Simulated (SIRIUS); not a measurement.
Wanted: an ASE script for a SIRIUS 7.10.0 run.

| Property | Result |
| --- | --- |
| Task | relaxation of cell and atoms |
| Functional | PBE |
| Potentials or basis | PseudoDojo 0.4.1 PBE standard (scalar relativistic) |
| Cutoff | 557 eV |
| Density cutoff | 2229 eV |
| k mesh | 5 × 5 × 7 |
| Occupations | fermi-dirac, width 0.05 eV |
| Spin | no spin polarisation |
| Libxc names | ["XC_GGA_X_PBE", "XC_GGA_C_PBE"] |
| Energy tol | 1e-08 Ha |
| Density tol | 1e-06 |
| Mixer | anderson |
| Mixing beta | 0.7 |
| Max scf | 100 |
| Radial cutoff for the potentials' integrals | 6.5 bohr |
| Optimizer | BFGS |
| Fmax | 0.02 eV/Å |
| Max steps | 30 |
| Target pressure | 0 GPa |

The structure of Al lies in Al.cif:

```cif
data_Al
_cell_length_a 4.54673000
_cell_length_b 4.54672931
_cell_length_c 2.75393000
_cell_angle_alpha 90.00000000
_cell_angle_beta 90.00000000
_cell_angle_gamma 120.00007778
_space_group_name_H-M_alt 'P1'
_space_group_name_Hall 'P 1'
_space_group_IT_number 1
loop_
_space_group_symop_operation_xyz
'x,y,z'
loop_
_atom_site_label
_atom_site_type_symbol
_atom_site_symmetry_multiplicity
_atom_site_Wyckoff_symbol
_atom_site_fract_x
_atom_site_fract_y
_atom_site_fract_z
_atom_site_occupancy
Al1 Al 1 a 0.3333300000 0.6666700000 0.5000000000 1
Al2 Al 1 a 0.6666700000 0.3333300000 0.5000000000 1
```

The cell was built by a generator and needn't be a form met in nature.

The input as run:

run.py

```python
import json, subprocess
import numpy as np
from ase import Atoms
from ase.io import read
from ase.calculators.calculator import Calculator, all_changes
from ase.units import Bohr, Hartree, GPa
from ase.optimize import BFGS
from ase.filters import FrechetCellFilter

class Sirius(Calculator):
    """Writes sirius.json, runs sirius.scf and reads out.json."""
    implemented_properties = ["energy", "free_energy", "forces", "stress", "magmom"]

    def __init__(self, config, files):
        super().__init__()
        self.config, self.files, self.calls = config, files, 0

    def calculate(self, atoms=None, properties=["energy"], system_changes=all_changes):
        super().calculate(atoms, properties, system_changes)
        symbols = atoms.get_chemical_symbols()
        types = list(dict.fromkeys(symbols))
        order = [i for t in types for i, s in enumerate(symbols) if s == t]
        frac = atoms.get_scaled_positions(wrap=False)
        m = atoms.get_initial_magnetic_moments()
        m = m if m.ndim == 2 else np.c_[0 * m, 0 * m, m]
        spin = self.config["parameters"]["num_mag_dims"] > 0
        rows = {t: [list(frac[i]) + (list(m[i]) if spin else []) for i in order if symbols[i] == t] for t in types}
        cell = {"lattice_vectors": (atoms.cell[:] / Bohr).tolist(), "atom_types": types, "atom_files": self.files, "atoms": rows}
        json.dump({**self.config, "unit_cell": cell}, open("sirius.json", "w"), indent=1)
        self.calls += 1
        with open(f"sirius_{self.calls:03d}.out", "w") as log:
            subprocess.run(["sirius.scf", "--input=sirius.json", "--output=out.json"], stdout=log, stderr=subprocess.STDOUT, check=True)
        gs = json.load(open("out.json"))["ground_state"]
        if not gs["converged"]:
            raise RuntimeError("SCF did not converge")
        self.results = {"energy": gs["energy"]["free"] * Hartree, "free_energy": gs["energy"]["free"] * Hartree}
        if "forces" in gs:
            f = np.zeros((len(atoms), 3))
            f[order] = np.array(gs["forces"]) * Hartree / Bohr
            self.results["forces"] = f
        if "stress" in gs:
            s = np.array(gs["stress"]) * Hartree / Bohr**3
            self.results["stress"] = s.flat[[0, 4, 8, 5, 2, 1]]
        if spin:
            self.results["magmom"] = gs["magnetisation"]["total"][2]

atoms = read("Al.cif")

config = {
    "control": {
        "processing_unit": 'cpu',
        "verbosity": 1,
        "print_forces": True,
        "print_stress": True,
    },
    "parameters": {
        "electronic_structure_method": 'pseudopotential',
        "xc_functionals": ['XC_GGA_X_PBE', 'XC_GGA_C_PBE'],
        "gk_cutoff": 6.4,
        "pw_cutoff": 12.8,
        "ngridk": [5, 5, 7],
        "shiftk": [0, 0, 0],
        "smearing": 'fermi_dirac',
        "smearing_width": 0.0018374661,
        "num_bands": 9,
        "num_mag_dims": 0,
        "num_dft_iter": 100,
        "energy_tol": 1e-08,
        "density_tol": 1e-06,
    },
    "iterative_solver": {
        "type": 'davidson',
        "min_tolerance": 1e-09,
        "tolerance_scale": [0.1, 0.25],
    },
    "mixer": {
        "type": 'anderson',
        "beta": 0.7,
        "max_history": 8,
    },
    "settings": {
        "tol_ne": 1e-10,
        "pseudo_grid_cutoff": 6.5,
    },
}
dft = Sirius(config, {'Al': 'Al.json'})
atoms.calc = dft
results = {"symbols": atoms.get_chemical_symbols(), "cell": atoms.cell[:].tolist(), "frac": atoms.get_scaled_positions(wrap=False).tolist(), "steps": []}

def note():
    results["steps"].append({"energy": atoms.get_potential_energy(), "cell": atoms.cell[:].tolist(), "positions": atoms.positions.tolist(),
                             "forces": atoms.get_forces().tolist(), "stress": atoms.get_stress().tolist()})
    json.dump(results, open("results.json", "w"))

opt = BFGS(FrechetCellFilter(atoms, scalar_pressure=0.0 * GPa))
opt.attach(note)
results["converged"] = bool(opt.run(fmax=0.02, steps=30))
print("converged:", results["converged"])
print("cell parameters:", atoms.cell.cellpar().round(5))
print("volume per atom (A^3):", round(atoms.get_volume() / len(atoms), 4))
print(atoms.get_scaled_positions().round(6))
json.dump(results, open("results.json", "w"))
```

Potentials or basis: PseudoDojo 0.4.1 PBE standard (scalar relativistic).

The run is started by

```console
$ upf_to_json Al.upf
$ OMP_NUM_THREADS=1 python run.py
```

It gave:

```yaml
Relaxed_volume: 24.73 Å³/atom
Relaxed_cell: a = 4.579 Å, b = 4.579 Å, c = 2.724 Å, α = 90.00°, β = 90.00°, γ = 120.00°
Space_group_after_relaxing_to_0.05_Å: P6/mmm (No. 191)
Energy_gained_by_relaxing: 2.4 meV/atom
Ionic_steps: 3
Pressure_after_relaxing: 0.0 GPa
Band_gap_on_the_k_mesh: none (metal or under the smearing width)
```

Wall time 39 s on 1 thread of Arm Neoverse V2 (shared host), peak memory 0.27 GiB.
